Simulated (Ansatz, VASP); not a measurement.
# Ge in VASP and in Ansatz

```
Ge
1.0
     1.39715   -2.60052    0.00000
     1.39715    2.60052    0.00000
     0.00000    0.00000    2.69823
Ge
1
Direct
  0.50000 0.50000 0.00000
```

Alike in both runs: functional PBEsol; k mesh 8 × 8 × 8; occupations fermi-dirac, width 0.05 eV; non-collinear spin, spin-orbit coupling.

|  | VASP | Ansatz |
| --- | --- | --- |
| version | VASP 6.6.1 | Ansatz 0.2.0 |
| potentials or method | VASP PAW PBE potentials, release 64 (Ge_d), cutoff 520 eV | all-electron LAPW, relativistic spinors |
| task | single point | band structure |

Ansatz gave:

```
gap on the k mesh at the Fermi level (eV)       : none
pressure (GPa)                                  : -4.4
largest component of the traceless stress (GPa) : 2.40
net moment per atom (μB)                        : 0.00
```

Task: Estimate VASP's values.

Result: gap on the k mesh at the Fermi level (eV): none; pressure (GPa): -4.6; largest component of the traceless stress (GPa): 2.41; net moment per atom (μB): 0.00.

A gap of «none» marks a metal or a gap that the smearing closes. Ansatz ran all-electron here, so the differences hold the error of VASP's frozen core and of both bases.

Caveats: the PAW data sets were made with another functional, which shifts forces and pressure a little (VASP); the k mesh is thin for a metal, which can move the energy by tens of meV per atom (Ansatz).
